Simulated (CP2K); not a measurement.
Runs of CP2K 2026.2 on Ag. It takes space group Fm-3m (No. 225, cubic). Conventional cell: a = 4.085 Å, b = 4.085 Å, c = 4.085 Å, α = 90.00°, β = 90.00°, γ = 90.00°. Ag (site symmetry m-3m) has 12 Ag at 2.89 Å as nearest neighbours. 

```csv
task,level,smearing,EPS_DEFAULT,NGRIDS,points a segment of the path (NPOINTS),bands added on the path,CUTOFF of the grids,gap on the mesh (eV),pressure (GPa)
band structure,TB-mBJ,fermi-dirac 0.1 eV,1.0E-10,4,8,2,675 Ry,none,-
band structure,PBEsol,fermi-dirac 0.01 eV,1.0E-9,5,10,2,450 Ry,none,-2.5
single point,PBEsol,fermi-dirac 0.05 eV,1.0E-10,4,-,-,450 Ry,none,(a)
band structure,PBEsol,fermi-dirac 0.1 eV,1.0E-10,5,8,2,450 Ry,none,-2.2
```

Alike in all rows: potentials or basis POTENTIAL_UZH Ag GTH-PBE-q11; TZVP-MOLOPT-PBE-GTH basis; no spin polarisation; cell as given; k mesh 11 × 11 × 11.

Problem. Estimate the missing entries.

Solution. (a) -2.3.

Caveats: the potentials were made for another functional, which shifts forces and pressure; the basis of atomic orbitals isn't converged, which shifts pressures, moduli and gaps; this is a model potential without an energy functional, so only levels have meaning (some runs).

A k mesh can miss the band edges, and the runs leave out spin-orbit coupling on Ag.

A gap of «none» marks a metal or a gap under the smearing width.

Not every run made on this cell is shown here.
